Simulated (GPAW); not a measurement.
# CdTe (F-43m) in GPAW: settings compared

One crystal, CdTe, is run at these levels: PBE, PBE+D3(BJ), PBE+D4; tasks: single point, relaxation of cell and atoms.

Program: GPAW 26.7.0. These are calculated values, not measurements. Logs are shortened: lines on timing, memory, paths and dates and some standing lists are left out, and cuts for length are marked. The log counts tension as positive stress, the text compression.

**What was measured.**

From a printed reference work, data compilation, for a bulk crystal of CdTe at 0 K: band gap 1.607 eV.

The results are compared with them further down.

## Step 1: The crystal as given

The structure is cubic, space group F-43m (No. 216). Conventional cell: a = 6.410 Å, b = 6.410 Å, c = 6.410 Å, α = 90.00°, β = 90.00°, γ = 90.00°. Te (site symmetry -43m) is surrounded by 4 Cd at 2.78 Å. Cd (site symmetry -43m) is surrounded by 4 Te at 2.78 Å.

## Step 2: Single point, PBE

run.py

```python
from ase import Atoms
from ase.dft.bandgap import bandgap
from ase.io import write
from ase.units import GPa
from gpaw import GPAW, PW

atoms = Atoms(['Te', 'Cd'],
              cell=[[0.0, 3.205, 3.205],
                    [3.205, 0.0, 3.205],
                    [3.205, 3.205, 0.0]],
              scaled_positions=[[0.75, 0.75, 0.75],
                                [0.0, 0.0, 0.0]],
              pbc=True)

calc = GPAW(mode=PW(600),
            xc='PBE',
            kpts={'size': (7, 7, 7), 'gamma': True},
            occupations={'name': 'methfessel-paxton', 'order': 0, 'width': 0.028000000000000004},
            nbands=18,
            convergence={'density': 1e-05, 'energy': 1e-05},
            maxiter=150,
            txt='gpaw.txt')
atoms.calc = calc
energy = atoms.get_potential_energy()
forces = atoms.get_forces()
stress = atoms.get_stress()
calc.write('gs.gpw')
write('result.traj', atoms)
print(f'Energy: {energy:.6f} eV')
print('Forces (eV/A):')
print(forces.round(4))
print('Stress (GPa):', (stress / GPa).round(3))
print('Fermi level:', round(calc.get_fermi_level(), 4), 'eV')
print(f'Gap: {bandgap(calc)[0]:.4f} eV, direct: {bandgap(calc, direct=True)[0]:.4f} eV')
```

Potentials or basis: GPAW PAW data sets (gpaw-data 1.2.1), pw.

Started as:

```
$ OMP_NUM_THREADS=1 python run.py
```

gpaw.txt:

```text
__  _  _
 | _ |_)|_||  |
 |__||  | ||/\| - 26.7.0

Input parameters:
  mode=PW(ecut=600.0),
  convergence={'density': 1e-05, 'energy': 1e-05},
  kpts=MonkhorstPack(size=(7, 7, 7), gamma=True),
  maxiter=150,
  nbands=18,
  occupations=Occupations(name='methfessel-paxton', order=0, width=0.028000000000000004),
  xc=XC(name='PBE')

Diagonalizing LCAO Hamiltonian
Converting LCAO to pw mode

                      Te

       Cd

Atoms  # Å, Bohr magnetons
|   | symbol |        x |        y |        z |    initial magnetic moments |
|---|--------|----------|----------|----------|-----------------------------|
| 0 |     Te | 4.807500 | 4.807500 | 4.807500 | ( 0.0000,  0.0000,  0.0000) |
| 1 |     Cd | 0.000000 | 0.000000 | 0.000000 | ( 0.0000,  0.0000,  0.0000) |

Unit cell  # Å
| periodic |        x |        y |        z |  lengths |    angles |
|----------|----------|----------|----------|----------|-----------|
|      yes | 0.000000 | 3.205000 | 3.205000 | 4.532554 | 60.000000 |
|      yes | 3.205000 | 0.000000 | 3.205000 | 4.532554 | 60.000000 |
|      yes | 3.205000 | 3.205000 | 0.000000 | 4.532554 | 60.000000 |

Number of symmetries: 24
Symmetry operations  # r_c * U_cc + t_c -> r_c
|    | kind |            matrix            |
|----|------|------------------------------|
|  0 |  E   |  1, 0, 0,  0, 1, 0,  0, 0, 1 |
|  1 |  σ   |  1, 0, 0,  0, 0, 1,  0, 1, 0 |
|  2 |  σ   |  1, 0,-1,  0, 1,-1,  0, 0,-1 |
|  3 |  C3  |  1, 0,-1,  0, 0,-1,  0, 1,-1 |
|  4 |  C3  |  1,-1, 0,  0,-1, 1,  0,-1, 0 |
|  5 |  σ   |  1,-1, 0,  0,-1, 0,  0,-1, 1 |
|  6 |  σ   |  0, 1, 0,  1, 0, 0,  0, 0, 1 |
|  7 |  C3  |  0, 1, 0,  0, 0, 1,  1, 0, 0 |
|  8 |  C2  |  0, 1,-1,  1, 0,-1,  0, 0,-1 |
|  9 |  S4  |  0, 1,-1,  0, 0,-1,  1, 0,-1 |
| 10 |  C3  |  0, 0, 1,  1, 0, 0,  0, 1, 0 |
| 11 |  σ   |  0, 0, 1,  0, 1, 0,  1, 0, 0 |
| 12 |  S4  |  0, 0,-1,  1, 0,-1,  0, 1,-1 |
| 13 |  C3  |  0, 0,-1,  0, 1,-1,  1, 0,-1 |
| 14 |  S4  |  0,-1, 1,  1,-1, 0,  0,-1, 0 |
| 15 |  C2  |  0,-1, 1,  0,-1, 0,  1,-1, 0 |
| 16 |  C3  |  0,-1, 0,  1,-1, 0,  0,-1, 1 |
| 17 |  S4  |  0,-1, 0,  0,-1, 1,  1,-1, 0 |
| 18 |  S4  | -1, 1, 0, -1, 0, 1, -1, 0, 0 |
| 19 |  C3  | -1, 1, 0, -1, 0, 0, -1, 0, 1 |
| 20 |  C3  | -1, 0, 1, -1, 1, 0, -1, 0, 0 |
| 21 |  S4  | -1, 0, 1, -1, 0, 0, -1, 1, 0 |
| 22 |  σ   | -1, 0, 0, -1, 1, 0, -1, 0, 1 |
| 23 |  C2  | -1, 0, 0, -1, 0, 1, -1, 1, 0 |

BZ-sampling:
  Number of BZ points: 343
  Number of IBZ points: 20

  Monkhorst-Pack size: [7, 7, 7]
  Monkhorst-Pack shift: [0, 0, 0]

K-points  # in reciprocal-cell coordinates
|     |                                coordinates |     weight |
|-----|--------------------------------------------|------------|
|   0 | (  0.00000000,   0.00000000,   0.00000000) | 0.00291545 |
|   1 | (  0.14285714,   0.14285714,   0.00000000) | 0.01749271 |
|   2 | (  0.14285714,   0.14285714,   0.14285714) | 0.02332362 |
|   3 | (  0.28571429,   0.14285714,   0.14285714) | 0.03498542 |
|   4 | (  0.28571429,   0.28571429,   0.00000000) | 0.01749271 |
|   5 | (  0.28571429,   0.28571429,   0.14285714) | 0.06997085 |
|   6 | (  0.28571429,   0.28571429,   0.28571429) | 0.02332362 |
|   7 | (  0.42857143,  -0.28571429,  -0.28571429) | 0.03498542 |
|   8 | (  0.42857143,   0.28571429,  -0.42857143) | 0.13994169 |
|   9 | (  0.42857143,   0.28571429,  -0.28571429) | 0.06997085 |
| ... |                                            |            |
|  19 | (  0.42857143,   0.42857143,   0.42857143) | 0.02332362 |

Plane wave coefficients: 2213
Cutoff: 600.0 eV

Spin-components: 1 (collinear spins)
Bands:           18
Projectors:      11
Spin-degeneracy: 2
Datatype:        complex128

Parallelization:
  kpt:    1
  domain: 1
  band:   1

Density:
  Valence electrons: 18.0
  Components: 1
  Grid points: [27 27 27]
  Charge: 0.0  # |e|

Potential:
  Grid points: [27 27 27]

species:
  Te:
    name:    Tellurium
    Z:       52.0
    valence: 6
    core:    46
    charge:  0.0  # [|e|]
    compensation charges:
      type: gauss
      rc: 0.36  # [Å]
      lmax: 2
    cutoffs:
      filter: 2.09  # [Å]
      core: 3.17  # [Å]
    projectors
    | kind |    occ | energy [eV] | rcut [Å] |
    |------|--------|-------------|----------|
    |   5s |  2.000 |     -15.089 |    1.180 |
    |   5p |  4.000 |      -5.955 |    1.196 |
    |    s |        |      12.123 |    1.180 |
    |    p |        |      21.256 |    1.196 |
    |    d |        |       0.000 |    1.238 |

    Using partial waves for Te as LCAO basis

  Cd:
    name:    Cadmium
    Z:       48.0
    valence: 12
    core:    36
    charge:  0.0  # [|e|]
    compensation charges:
      type: gauss
      rc: 0.38  # [Å]
      lmax: 2
    cutoffs:
      filter: 2.12  # [Å]
      core: 2.62  # [Å]
    projectors
    | kind |    occ | energy [eV] | rcut [Å] |
    |------|--------|-------------|----------|
    |   5s |  2.000 |      -5.655 |    1.191 |
    |   5p |  0.000 |      -1.186 |    1.228 |
    |   4d | 10.000 |     -11.739 |    1.164 |
    |    s |        |      21.556 |    1.191 |
    |    p |        |      26.026 |    1.228 |
    |    d |        |      15.473 |    1.164 |

    Using partial waves for Cd as LCAO basis

Reference energy: -336963.801770  # eV

eigensolver:
  PPCG
  Converge bands: occupied
  niter=2

density mixing:
  MSR1-Mixer
  Pratt-step length: 0.05
  Maximum mixing coefficient: 0.75
  Old densities: 10
  SVD Regularization: 0.005
  Good broyden scale: 1.0
  Trust region scale: 1.0
  Backstep threshold: 4.0
  History deletion threshold: 6.0
  Fourier metric: weight=20.0, sigma=0.015

occupation numbers:
  Methfessel-Paxton:
    width: 0.0280  # eV
    order: 0

poisson solver:
  ecut: 4800.0  # eV

xc functional:
  name: PBE with 2 nearest neighbor stencil

convergence criteria:
- Maximum integral of absolute [dens]ity change: 1e-05 electrons / valence electron
- Maximum [total energy] change in last 3 cyles: 1e-05 eV / valence electron
- Maximum integral of absolute [eigenst]ate change: 4e-08 eV^2 / valence electron
maximum number of iterations: 150

SCF iterations
|iter     | |      energy | eigst |  dens |
|---------|-|-------------|-------|-------|
|iter:   1| |   -5.224094 | -0.35 |       |
|iter:   2| |   -5.180484 | -2.35 | -1.25 |
|iter:   3| |   -5.012911 | -1.76 | -1.30 |
|iter:   4| |   -5.011878 | -3.30 | -1.78 |
|iter:   5| |   -5.011536 | -3.79 | -2.23 |
|iter:   6| |   -5.011576 | -5.47 | -2.93 |
|iter:   7| |   -5.011580c| -6.69 | -3.55 |
|iter:   8| |   -5.011580c| -7.82c| -4.44 |
|iter:   9| |   -5.011580c| -8.39c| -5.29c|

Converged in 9 steps
Energy contributions relative to reference atoms: (reference = -336963.801770)

Energy contributions:
  Kinetic:          22.188491
  Coulomb:         -20.046600
  Zero:              0.257853
  External:          0.000000
  Xc:               -7.411324
  Entropy:          -0.000000
  Spinorbit:         0.000000
  ----------------------------
  Free energy:      -5.011580
  Extrapolated:     -5.011580

dipole moment: (-16.516115, -16.516115, -16.516115)  # |e|*Ang

Fermi level: 4.434
Eigenvalues  # (at kpt = [0.000, 0.000, 0.000])
| band index |      eig [eV] | occ [0-2] |
|------------|---------------|-----------|
|          0 |        -7.269 |     2.000 |
|          1 |        -4.271 |     2.000 |
|          2 |        -4.271 |     2.000 |
|          3 |        -4.271 |     2.000 |
|          4 |        -3.983 |     2.000 |
|          5 |        -3.983 |     2.000 |
[... 10 lines left out ...]
|         16 |        14.187 |     0.000 |
|         17 |        14.187 |     0.000 |

Gap: 0.871 eV
Transition (v -> c):
  (s=0, k=0, n=8, [0.00, 0.00, 0.00]) -> (s=0, k=0, n=9, [0.00, 0.00, 0.00])
No difference between direct/indirect transitions

Forces  # eV/Ang
|        x |        y |        z |
|----------|----------|----------|
| -0.00000 |  0.00000 |  0.00000 |  # Te   0
| -0.00000 | -0.00000 | -0.00000 |  # Cd   1

Stress tensor  # eV/Ang^3
|         x |         y |         z |
|-----------|-----------|-----------|
| -0.023806 |  0.000000 | -0.000000 |
|  0.000000 | -0.023806 |  0.000000 |
| -0.000000 |  0.000000 | -0.023806 |

# Writing to gs.gpw (mode='')
```

Wall time 14 s (1 thread of Arm Neoverse V2, shared host); peak memory 0.17 GiB.

Results:

```
Free energy            : -5.0116 eV
Pressure               : 3.8 GPa
Band gap on the k mesh : 0.87 eV, direct
```

Caveat: spin-orbit coupling is left out, which moves the levels of the heavy elements.

## Step 3: Relaxation of cell and atoms, PBE+D3(BJ)

run.py

```python
from ase.calculators.mixing import SumCalculator
from ase.filters import FrechetCellFilter
from ase.io import read, write
from ase.optimize import LBFGS
from dftd3.ase import DFTD3
from gpaw import GPAW, PW

atoms = read('CdTe.xyz')

calc = GPAW(mode=PW(600),
            xc='PBE',
            kpts={'size': (7, 7, 7), 'gamma': True},
            occupations={'name': 'fermi-dirac', 'width': 0.05},
            nbands=18,
            convergence={'density': 1e-05, 'forces': 0.0001},
            maxiter=150,
            txt='gpaw.txt')
atoms.calc = SumCalculator([calc, DFTD3(method='pbe', damping='d3bj')])
opt = LBFGS(FrechetCellFilter(atoms), trajectory='relax.traj', logfile='-')
done = opt.run(fmax=0.05, steps=60)
calc.write('gs.gpw')
write('result.traj', atoms)
print('Converged:', done)
print('Cell:', atoms.cell.cellpar().round(4))
print('Volume:', round(atoms.get_volume(), 4))
print(atoms.get_scaled_positions().round(5))
```

CdTe.xyz

```xyz
2
Lattice="0.0000000000 3.2050000000 3.2050000000 3.2050000000 0.0000000000 3.2050000000 3.2050000000 3.2050000000 0.0000000000" Properties=species:S:1:pos:R:3 pbc="T T T"
Te     4.8075000000      4.8075000000      4.8075000000
Cd     0.0000000000      0.0000000000      0.0000000000
```

Potentials or basis: GPAW PAW data sets (gpaw-data 1.2.1), pw.

Started as:

```
$ OMP_NUM_THREADS=1 python run.py
```

Run time: 40 s. Hardware: 1 thread of Arm Neoverse V2, shared host; peak memory 0.2 GiB.

The run converged. Its results:

```
Free energy                            : -5.7365 eV
Relaxed volume                         : 34.22 Å³/atom
Relaxed cell                           : a = 4.591 Å, b = 4.591 Å, c = 4.591 Å, α = 60.00°, β = 60.00°, γ = 60.00°
Space group after relaxing (to 0.05 Å) : F-43m (No. 216)
Energy gained by relaxing              : 7.4 meV/atom
Ionic steps                            : 3
Pressure after relaxing                : 0.1 GPa
Band gap on the k mesh                 : 0.75 eV, direct
Dispersion energy per atom             : -0.339 eV
```

The path:
| step | energy change (eV) | largest force (eV/Å) | pressure (GPa) | volume (Å³) |
| --- | --- | --- | --- | --- |
| 1 | 0.0000 | 0.0000 | 1.81 | 65.84 |
| 2 | -0.0053 | 0.0000 | 1.42 | 66.37 |
| 3 | -0.0148 | 0.0000 | 0.07 | 68.44 |

Final structure:
```yaml
crystal:
  lattice:
    - [0.00000, 3.24651, 3.24651]
    - [3.24651, 0.00000, 3.24651]
    - [3.24651, 3.24651, 0.00000]
  atoms:
    - { symbol: Te, position: [0.75000, 0.75000, 0.75000] }
    - { symbol: Cd, position: [0.00000, 0.00000, 0.00000] }
```

Levels at points of the mesh, in eV from the valence-band top:
```
           k point  band 6  band 7  band 8  band 9  band 10  band 11  band 12  band 13
(0.00, 0.00, 0.00)   -7.96    0.00    0.00    0.00     0.75     4.60     4.60     4.60
```

Caveat: later steps reuse the first step's grids; spin-orbit coupling is left out, which moves the levels of the heavy elements. Zero-point motion and thermal expansion aren't in these numbers.

## Step 4: Relaxation of cell and atoms, PBE+D4

run.py

```python
from ase import Atoms
from ase.calculators.mixing import SumCalculator
from ase.filters import FrechetCellFilter
from ase.io import write
from ase.optimize import BFGS
from dftd4.ase import DFTD4
from gpaw import GPAW, PW

atoms = Atoms(['Te', 'Cd'],
              cell=[[0.0, 3.205, 3.205],
                    [3.205, 0.0, 3.205],
                    [3.205, 3.205, 0.0]],
              scaled_positions=[[0.75, 0.75, 0.75],
                                [0.0, 0.0, 0.0]],
              pbc=True)

calc = GPAW(mode=PW(600),
            xc='PBE',
            kpts={'size': (7, 7, 7), 'gamma': True},
            occupations={'name': 'fermi-dirac', 'width': 0.05},
            nbands=18,
            convergence={'density': 1e-05, 'forces': 0.0001},
            maxiter=150,
            txt='gpaw.txt')
atoms.calc = SumCalculator([calc, DFTD4(method='pbe')])
opt = BFGS(FrechetCellFilter(atoms), trajectory='relax.traj', logfile='-')
done = opt.run(fmax=0.05, steps=100)
calc.write('gs.gpw')
write('result.traj', atoms)
print('Converged:', done)
print('Cell:', atoms.cell.cellpar().round(4))
print('Volume:', round(atoms.get_volume(), 4))
print(atoms.get_scaled_positions().round(5))
```

Started as:

```
$ OMP_NUM_THREADS=1 python run.py
```

Wall time 74 s (1 thread of Arm Neoverse V2, shared host); peak memory 0.25 GiB.

Results (log left out):

```
Free energy                            : -5.7647 eV
Relaxed volume                         : 34.19 Å³/atom
Relaxed cell                           : a = 4.590 Å, b = 4.590 Å, c = 4.590 Å, α = 60.00°, β = 60.00°, γ = 60.00°
Space group after relaxing (to 0.05 Å) : F-43m (No. 216)
Energy gained by relaxing              : 7.2 meV/atom
Ionic steps                            : 3
Pressure after relaxing                : 0.1 GPa
Band gap on the k mesh                 : 0.76 eV, direct
Dispersion energy per atom             : -0.354 eV
```

The path:
```
step  energy change (eV)  largest force (eV/Å)  pressure (GPa)  volume (Å³)
   1              0.0000                0.0000            1.78        65.84
   2             -0.0052                0.0000            1.40        66.36
   3             -0.0144                0.0000            0.07        68.39
```

Final structure:
```xyz
2
Lattice="0.0000 3.2458 3.2458 3.2458 0.0000 3.2458 3.2458 3.2458 0.0000" Properties=species:S:1:pos:R:3 pbc="T T T"
Te    4.8687    4.8687    4.8687
Cd    0.0000    0.0000    0.0000
```

Levels at points of the mesh, in eV from the valence-band top:
| k point | band 5 | band 6 | band 7 | band 8 | band 9 | band 10 | band 11 | band 12 | band 13 | band 14 |
| --- | --- | --- | --- | --- | --- | --- | --- | --- | --- | --- |
| (0.00, 0.00, 0.00) | -7.96 | -7.96 | 0.00 | 0.00 | 0.00 | 0.76 | 4.60 | 4.60 | 4.60 | 7.46 |

Caveat: later steps reuse the first step's grids; spin-orbit coupling is left out, which moves the levels of the heavy elements. Expect the measured gap to be larger: semilocal functionals such as PBE lack the derivative discontinuity.

## Step 5: Overview

| task | level | cell | smearing | optimizer | fmax | max steps | convergence | gap on the mesh (eV) | pressure (GPa) | relaxed volume (Å³/atom) |
| --- | --- | --- | --- | --- | --- | --- | --- | --- | --- | --- |
| single point | PBE | as given | gaussian 0.028 eV | - | - | - | - | 0.87 | 3.8 | - |
| relaxation of cell and atoms | PBE+D3(BJ) | relaxed | fermi-dirac 0.05 eV | LBFGS | 0.05 eV/Å | 60 | density=1e-05 forces=0.0001 | 0.75 | 0.1 | 34.22 |
| relaxation of cell and atoms | PBE+D4 | relaxed | fermi-dirac 0.05 eV | BFGS | 0.05 eV/Å | 100 | density=1e-05 forces=0.0001 | 0.76 | 0.1 | 34.19 |

Alike in all rows: potentials or basis GPAW PAW data sets (gpaw-data 1.2.1), pw; no spin polarisation; k mesh 7 × 7 × 7; cutoff (eV) 600.

Caveats: spin-orbit coupling is left out, which moves the levels of the heavy elements; later steps reuse the first step's grids (some runs).

Absolute energies hang on the potentials; compare differences alone.

## Step 6: How close it comes

Step 2. Measured gap of CdTe: 1.607 eV (0 K; a printed reference work, data compilation). This calculation gives 0.87 eV (-0.74 eV). Spin-orbit coupling on Cd, Te is left out. The value is that of PBE, without temperature or zero-point motion. Semilocal functionals fall short of measured gaps as a rule.
